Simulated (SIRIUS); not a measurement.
# Pt (Im-3m) in SIRIUS: convergence with gk cutoff

Aim: find how far gk cutoff must go before the results for Pt settle, at PBE. This setting moves, with any that are tied to it; all else stays.

Everything below comes from runs of SIRIUS 7.12.0. Logs are shortened: lines on timing, memory, paths and dates and some standing lists are left out, and cuts for length are marked. The log counts tension as positive stress, the text compression.

## 1. Starting point

It takes space group Im-3m (No. 229, cubic). Conventional cell: a = 3.168 Å, b = 3.168 Å, c = 3.168 Å, α = 90.00°, β = 90.00°, γ = 90.00°. Around Pt (site symmetry m-3m) lie 8 Pt at 2.74 Å.

This isn't the form of Pt at room conditions, which is fcc.

## 2. With gk cutoff 1.98 1/bohr

Contents of sirius.json:

```json
{
  "control": {
    "processing_unit": "cpu",
    "std_evp_solver_name": "lapack",
    "gen_evp_solver_name": "lapack",
    "verbosity": 2,
    "print_forces": true,
    "ortho_rf": true,
    "use_second_variation": true,
    "rmt_max": 3.0,
    "num_bands_to_print": 24,
    "save_wf": true
  },
  "parameters": {
    "electronic_structure_method": "full_potential_lapwlo",
    "xc_functionals": ["XC_GGA_X_PBE", "XC_GGA_C_PBE"],
    "core_relativity": "dirac",
    "valence_relativity": "iora",
    "num_fv_states": 24,
    "smearing": "fermi_dirac",
    "smearing_width": 0.0018374661,
    "pw_cutoff": 20,
    "gk_cutoff": 1.98,
    "lmax_apw": 10,
    "lmax_rho": 8,
    "lmax_pot": 8,
    "num_mag_dims": 0,
    "auto_rmt": 0,
    "ngridk": [12, 12, 12],
    "shiftk": [0, 0, 0],
    "num_dft_iter": 80,
    "energy_tol": 1e-07,
    "density_tol": 1e-05,
    "use_symmetry": true
  },
  "settings": {"tol_ne": 1e-10},
  "iterative_solver": {"type": "exact"},
  "mixer": {"type": "anderson", "beta": 0.5, "max_history": 8},
  "unit_cell": {
    "lattice_vectors": [
      [-2.9937419212, 2.9937419212, 2.9937419212],
      [2.9937419212, -2.9937419212, 2.9937419212],
      [2.9937419212, 2.9937419212, -2.9937419212]
    ],
    "atom_types": ["Pt"],
    "atom_files": {"Pt": "Pt.json"},
    "atoms": {"Pt": [[0.0, 0.0, 0.0]]}
  }
}
```

Contents of Pt.json:

```json
{
  "name": "platinum",
  "symbol": "Pt",
  "number": 78,
  "mass": 195.084,
  "rmin": 1e-06,
  "rmt": 2.55,
  "nrmt": 800,
  "rinf": 13.69,
  "core": "1s2s2p3s3p3d4s4p4d",
  "valence": [
    {"basis": [{"enu": 0.2, "dme": 0, "n": 0, "auto": 0}, {"enu": 0.2, "dme": 1, "n": 0, "auto": 0}]},
    {"l": 0, "n": 1, "basis": [{"enu": 0.3, "dme": 0, "n": 0, "auto": 0}]},
    {"l": 1, "n": 2, "basis": [{"enu": 0.3, "dme": 0, "n": 0, "auto": 0}]},
    {"l": 2, "n": 3, "basis": [{"enu": 0.3, "dme": 0, "n": 0, "auto": 0}]},
    {"l": 3, "n": 4, "basis": [{"enu": 0.3, "dme": 0, "n": 0, "auto": 0}]},
    {"l": 4, "n": 5, "basis": [{"enu": 0.3, "dme": 0, "n": 0, "auto": 0}]}
  ],
  "lo": [
    {"l": 0, "basis": [{"enu": 0.3, "dme": 0, "n": 0, "auto": 0}, {"enu": 0.3, "dme": 1, "n": 0, "auto": 0}]},
    {
      "l": 0,
      "basis": [{"enu": -3.2187, "dme": 0, "n": 5, "auto": 1}, {"enu": -3.2187, "dme": 1, "n": 5, "auto": 1}]
    },
    {"l": 0, "basis": [{"enu": -3.2187, "dme": 1, "n": 5, "auto": 1}, {"enu": 0.3, "dme": 0, "n": 0, "auto": 0}]},
    {"l": 0, "basis": [{"enu": 0.3, "dme": 0, "n": 0, "auto": 0}, {"enu": 2.7606, "dme": 0, "n": 0, "auto": 0}]},
    {"l": 1, "basis": [{"enu": 0.3, "dme": 0, "n": 0, "auto": 0}, {"enu": 0.3, "dme": 1, "n": 0, "auto": 0}]},
    {
      "l": 1,
      "basis": [{"enu": -1.5442, "dme": 0, "n": 5, "auto": 1}, {"enu": -1.5442, "dme": 1, "n": 5, "auto": 1}]
    },
    {"l": 1, "basis": [{"enu": -1.5442, "dme": 1, "n": 5, "auto": 1}, {"enu": 0.3, "dme": 0, "n": 0, "auto": 0}]},
    {"l": 1, "basis": [{"enu": 0.3, "dme": 0, "n": 0, "auto": 0}, {"enu": 3.1297, "dme": 0, "n": 0, "auto": 0}]},
    {"l": 2, "basis": [{"enu": 0.3, "dme": 0, "n": 0, "auto": 0}, {"enu": 0.3, "dme": 1, "n": 0, "auto": 0}]},
    {"l": 2, "basis": [{"enu": 0.3, "dme": 1, "n": 0, "auto": 0}, {"enu": 0.3, "dme": 2, "n": 0, "auto": 0}]},
    {"l": 2, "basis": [{"enu": 0.3, "dme": 0, "n": 0, "auto": 0}, {"enu": 2.6991, "dme": 0, "n": 0, "auto": 0}]},
    {"l": 3, "basis": [{"enu": 0.3, "dme": 0, "n": 0, "auto": 0}, {"enu": 0.3, "dme": 1, "n": 0, "auto": 0}]},
    {
      "l": 3,
      "basis": [{"enu": -2.0856, "dme": 0, "n": 4, "auto": 1}, {"enu": -2.0856, "dme": 1, "n": 4, "auto": 1}]
    },
    {"l": 3, "basis": [{"enu": -2.0856, "dme": 1, "n": 4, "auto": 1}, {"enu": 0.3, "dme": 0, "n": 0, "auto": 0}]},
    {"l": 3, "basis": [{"enu": 0.3, "dme": 0, "n": 0, "auto": 0}, {"enu": 3.8679, "dme": 0, "n": 0, "auto": 0}]},
    {"l": 4, "basis": [{"enu": 0.3, "dme": 0, "n": 0, "auto": 0}, {"enu": 0.3, "dme": 1, "n": 0, "auto": 0}]},
    {"l": 4, "basis": [{"enu": 0.3, "dme": 0, "n": 0, "auto": 0}, {"enu": 3.2527, "dme": 0, "n": 0, "auto": 0}]}
  ],
  "free_atom": [... radial grid and density of the free atom, the start of the SCF ...]
}
```

Contents of sirius_start.json:

```json
{
  "control": {
    "processing_unit": "cpu",
    "std_evp_solver_name": "lapack",
    "gen_evp_solver_name": "lapack",
    "verbosity": 1,
    "print_forces": false,
    "ortho_rf": true,
    "use_second_variation": true,
    "rmt_max": 3.0,
    "num_bands_to_print": 24,
    "save_wf": false
  },
  "parameters": {
    "electronic_structure_method": "full_potential_lapwlo",
    "xc_functionals": ["XC_LDA_X", "XC_LDA_C_PW"],
    "core_relativity": "dirac",
    "valence_relativity": "iora",
    "num_fv_states": 24,
    "smearing": "fermi_dirac",
    "smearing_width": 0.0055123983,
    "pw_cutoff": 20,
    "gk_cutoff": 1.59,
    "lmax_apw": 10,
    "lmax_rho": 8,
    "lmax_pot": 8,
    "num_mag_dims": 0,
    "auto_rmt": 0,
    "ngridk": [5, 5, 5],
    "shiftk": [0, 0, 0],
    "num_dft_iter": 30,
    "energy_tol": 0.01,
    "density_tol": 0.05,
    "use_symmetry": true
  },
  "settings": {"tol_ne": 1e-10},
  "iterative_solver": {"type": "exact"},
  "mixer": {"type": "anderson", "beta": 0.5, "max_history": 8},
  "unit_cell": {
    "lattice_vectors": [
      [-2.9937419212, 2.9937419212, 2.9937419212],
      [2.9937419212, -2.9937419212, 2.9937419212],
      [2.9937419212, 2.9937419212, -2.9937419212]
    ],
    "atom_types": ["Pt"],
    "atom_files": {"Pt": "Pt.json"},
    "atoms": {"Pt": [[0.0, 0.0, 0.0]]}
  }
}
```

Potentials or basis: all-electron FP-LAPW, apw+lo standard.

Launch:

```
OMP_NUM_THREADS=1 sirius.scf --input=sirius_start.json --output=start.json
OMP_NUM_THREADS=1 sirius.scf --input=sirius.json --output=output.json --task=1
```

Wall time 39 s (1 thread of Arm Neoverse V1, shared host); peak memory 0.28 GiB.

What came out:

* Free energy: -501956.3924 eV
* Band gap on the k mesh: none (metal or under the smearing width)
* All electrons inside the program's atomic spheres: Pt 76.47 (radii Pt 2.55 bohr)

## 3. With gk cutoff 2.35 1/bohr

Edit sirius.json of step 2 so:

```diff
@@ -22,3 +22,3 @@
     "pw_cutoff": 20,
-    "gk_cutoff": 1.98,
+    "gk_cutoff": 2.35,
     "lmax_apw": 10,
```

Contents of Pt.json:

```json
{
  "name": "platinum",
  "symbol": "Pt",
  "number": 78,
  "mass": 195.084,
  "rmin": 1e-06,
  "rmt": 2.55,
  "nrmt": 800,
  "rinf": 13.69,
  "core": "1s2s2p3s3p3d4s4p4d",
  "valence": [
    {"basis": [{"enu": 0.14, "dme": 0, "n": 0, "auto": 0}, {"enu": 0.14, "dme": 1, "n": 0, "auto": 0}]},
    {"l": 0, "n": 1, "basis": [{"enu": 0.24, "dme": 0, "n": 0, "auto": 0}]},
    {"l": 1, "n": 2, "basis": [{"enu": 0.24, "dme": 0, "n": 0, "auto": 0}]},
    {"l": 2, "n": 3, "basis": [{"enu": 0.24, "dme": 0, "n": 0, "auto": 0}]},
    {"l": 3, "n": 4, "basis": [{"enu": 0.24, "dme": 0, "n": 0, "auto": 0}]},
    {"l": 4, "n": 5, "basis": [{"enu": 0.24, "dme": 0, "n": 0, "auto": 0}]}
  ],
  "lo": [
    {"l": 0, "basis": [{"enu": 0.24, "dme": 0, "n": 0, "auto": 0}, {"enu": 0.24, "dme": 1, "n": 0, "auto": 0}]},
    {
      "l": 0,
      "basis": [{"enu": -3.2787, "dme": 0, "n": 5, "auto": 1}, {"enu": -3.2787, "dme": 1, "n": 5, "auto": 1}]
    },
    {
      "l": 0,
      "basis": [{"enu": -3.2787, "dme": 1, "n": 5, "auto": 1}, {"enu": 0.24, "dme": 0, "n": 0, "auto": 0}]
    },
    {"l": 0, "basis": [{"enu": 0.24, "dme": 0, "n": 0, "auto": 0}, {"enu": 2.7006, "dme": 0, "n": 0, "auto": 0}]},
    {"l": 1, "basis": [{"enu": 0.24, "dme": 0, "n": 0, "auto": 0}, {"enu": 0.24, "dme": 1, "n": 0, "auto": 0}]},
    {
      "l": 1,
      "basis": [{"enu": -1.6042, "dme": 0, "n": 5, "auto": 1}, {"enu": -1.6042, "dme": 1, "n": 5, "auto": 1}]
    },
    {
      "l": 1,
      "basis": [{"enu": -1.6042, "dme": 1, "n": 5, "auto": 1}, {"enu": 0.24, "dme": 0, "n": 0, "auto": 0}]
    },
    {"l": 1, "basis": [{"enu": 0.24, "dme": 0, "n": 0, "auto": 0}, {"enu": 3.0697, "dme": 0, "n": 0, "auto": 0}]},
    {"l": 2, "basis": [{"enu": 0.24, "dme": 0, "n": 0, "auto": 0}, {"enu": 0.24, "dme": 1, "n": 0, "auto": 0}]},
    {"l": 2, "basis": [{"enu": 0.24, "dme": 1, "n": 0, "auto": 0}, {"enu": 0.24, "dme": 2, "n": 0, "auto": 0}]},
    {"l": 2, "basis": [{"enu": 0.24, "dme": 0, "n": 0, "auto": 0}, {"enu": 2.6391, "dme": 0, "n": 0, "auto": 0}]},
    {"l": 3, "basis": [{"enu": 0.24, "dme": 0, "n": 0, "auto": 0}, {"enu": 0.24, "dme": 1, "n": 0, "auto": 0}]},
    {
      "l": 3,
      "basis": [{"enu": -2.1456, "dme": 0, "n": 4, "auto": 1}, {"enu": -2.1456, "dme": 1, "n": 4, "auto": 1}]
    },
    {
      "l": 3,
      "basis": [{"enu": -2.1456, "dme": 1, "n": 4, "auto": 1}, {"enu": 0.24, "dme": 0, "n": 0, "auto": 0}]
    },
    {"l": 3, "basis": [{"enu": 0.24, "dme": 0, "n": 0, "auto": 0}, {"enu": 3.8079, "dme": 0, "n": 0, "auto": 0}]},
    {"l": 4, "basis": [{"enu": 0.24, "dme": 0, "n": 0, "auto": 0}, {"enu": 0.24, "dme": 1, "n": 0, "auto": 0}]},
    {"l": 4, "basis": [{"enu": 0.24, "dme": 0, "n": 0, "auto": 0}, {"enu": 3.1927, "dme": 0, "n": 0, "auto": 0}]}
  ],
  "free_atom": [... radial grid and density of the free atom, the start of the SCF ...]
}
```

Edit sirius_start.json of step 2 so:

```diff
@@ -22,3 +22,3 @@
     "pw_cutoff": 20,
-    "gk_cutoff": 1.59,
+    "gk_cutoff": 1.88,
     "lmax_apw": 10,
```

Potentials or basis: all-electron FP-LAPW, apw+lo standard.

Launch:

```
OMP_NUM_THREADS=1 sirius.scf --input=sirius_start.json --output=start.json
OMP_NUM_THREADS=1 sirius.scf --input=sirius.json --output=output.json --task=1
```

Run time: 39 s. Hardware: 1 thread of Arm Neoverse V1, shared host; peak memory 0.29 GiB.

Results:

| Property | Result |
| --- | --- |
| Free energy | -501959.2542 eV |
| Band gap on the k mesh | none (metal or under the smearing width) |
| All electrons inside the program's atomic spheres | Pt 76.57 (radii Pt 2.55 bohr) |

## 4. With gk cutoff 2.71 1/bohr

Edit sirius.json of step 3 so:

```diff
@@ -22,3 +22,3 @@
     "pw_cutoff": 20,
-    "gk_cutoff": 2.35,
+    "gk_cutoff": 2.71,
     "lmax_apw": 10,
```

Contents of Pt.json:

```json
{
  "name": "platinum",
  "symbol": "Pt",
  "number": 78,
  "mass": 195.084,
  "rmin": 1e-06,
  "rmt": 2.55,
  "nrmt": 800,
  "rinf": 13.69,
  "core": "1s2s2p3s3p3d4s4p4d",
  "valence": [
    {"basis": [{"enu": 0.13, "dme": 0, "n": 0, "auto": 0}, {"enu": 0.13, "dme": 1, "n": 0, "auto": 0}]},
    {"l": 0, "n": 1, "basis": [{"enu": 0.23, "dme": 0, "n": 0, "auto": 0}]},
    {"l": 1, "n": 2, "basis": [{"enu": 0.23, "dme": 0, "n": 0, "auto": 0}]},
    {"l": 2, "n": 3, "basis": [{"enu": 0.23, "dme": 0, "n": 0, "auto": 0}]},
    {"l": 3, "n": 4, "basis": [{"enu": 0.23, "dme": 0, "n": 0, "auto": 0}]},
    {"l": 4, "n": 5, "basis": [{"enu": 0.23, "dme": 0, "n": 0, "auto": 0}]}
  ],
  "lo": [
    {"l": 0, "basis": [{"enu": 0.23, "dme": 0, "n": 0, "auto": 0}, {"enu": 0.23, "dme": 1, "n": 0, "auto": 0}]},
    {
      "l": 0,
      "basis": [{"enu": -3.2887, "dme": 0, "n": 5, "auto": 1}, {"enu": -3.2887, "dme": 1, "n": 5, "auto": 1}]
    },
    {
      "l": 0,
      "basis": [{"enu": -3.2887, "dme": 1, "n": 5, "auto": 1}, {"enu": 0.23, "dme": 0, "n": 0, "auto": 0}]
    },
    {"l": 0, "basis": [{"enu": 0.23, "dme": 0, "n": 0, "auto": 0}, {"enu": 2.6906, "dme": 0, "n": 0, "auto": 0}]},
    {"l": 1, "basis": [{"enu": 0.23, "dme": 0, "n": 0, "auto": 0}, {"enu": 0.23, "dme": 1, "n": 0, "auto": 0}]},
    {
      "l": 1,
      "basis": [{"enu": -1.6142, "dme": 0, "n": 5, "auto": 1}, {"enu": -1.6142, "dme": 1, "n": 5, "auto": 1}]
    },
    {
      "l": 1,
      "basis": [{"enu": -1.6142, "dme": 1, "n": 5, "auto": 1}, {"enu": 0.23, "dme": 0, "n": 0, "auto": 0}]
    },
    {"l": 1, "basis": [{"enu": 0.23, "dme": 0, "n": 0, "auto": 0}, {"enu": 3.0597, "dme": 0, "n": 0, "auto": 0}]},
    {"l": 2, "basis": [{"enu": 0.23, "dme": 0, "n": 0, "auto": 0}, {"enu": 0.23, "dme": 1, "n": 0, "auto": 0}]},
    {"l": 2, "basis": [{"enu": 0.23, "dme": 1, "n": 0, "auto": 0}, {"enu": 0.23, "dme": 2, "n": 0, "auto": 0}]},
    {"l": 2, "basis": [{"enu": 0.23, "dme": 0, "n": 0, "auto": 0}, {"enu": 2.6291, "dme": 0, "n": 0, "auto": 0}]},
    {"l": 3, "basis": [{"enu": 0.23, "dme": 0, "n": 0, "auto": 0}, {"enu": 0.23, "dme": 1, "n": 0, "auto": 0}]},
    {
      "l": 3,
      "basis": [{"enu": -2.1556, "dme": 0, "n": 4, "auto": 1}, {"enu": -2.1556, "dme": 1, "n": 4, "auto": 1}]
    },
    {
      "l": 3,
      "basis": [{"enu": -2.1556, "dme": 1, "n": 4, "auto": 1}, {"enu": 0.23, "dme": 0, "n": 0, "auto": 0}]
    },
    {"l": 3, "basis": [{"enu": 0.23, "dme": 0, "n": 0, "auto": 0}, {"enu": 3.7979, "dme": 0, "n": 0, "auto": 0}]},
    {"l": 4, "basis": [{"enu": 0.23, "dme": 0, "n": 0, "auto": 0}, {"enu": 0.23, "dme": 1, "n": 0, "auto": 0}]},
    {"l": 4, "basis": [{"enu": 0.23, "dme": 0, "n": 0, "auto": 0}, {"enu": 3.1827, "dme": 0, "n": 0, "auto": 0}]}
  ],
  "free_atom": [... radial grid and density of the free atom, the start of the SCF ...]
}
```

Edit sirius_start.json of step 3 so:

```diff
@@ -22,3 +22,3 @@
     "pw_cutoff": 20,
-    "gk_cutoff": 1.88,
+    "gk_cutoff": 2.16,
     "lmax_apw": 10,
```

Launch:

```
OMP_NUM_THREADS=1 sirius.scf --input=sirius_start.json --output=start.json
OMP_NUM_THREADS=1 sirius.scf --input=sirius.json --output=output.json --task=1
```

It took 40 s on 1 thread of Arm Neoverse V1, shared host; peak memory 0.3 GiB.

What came out:

| Item | Value |
| --- | --- |
| Free energy | -501960.2943 eV |
| Band gap on the k mesh | none (metal or under the smearing width) |
| All electrons inside the program's atomic spheres | Pt 76.62 (radii Pt 2.55 bohr) |

(Continued in part 2 of 3.)
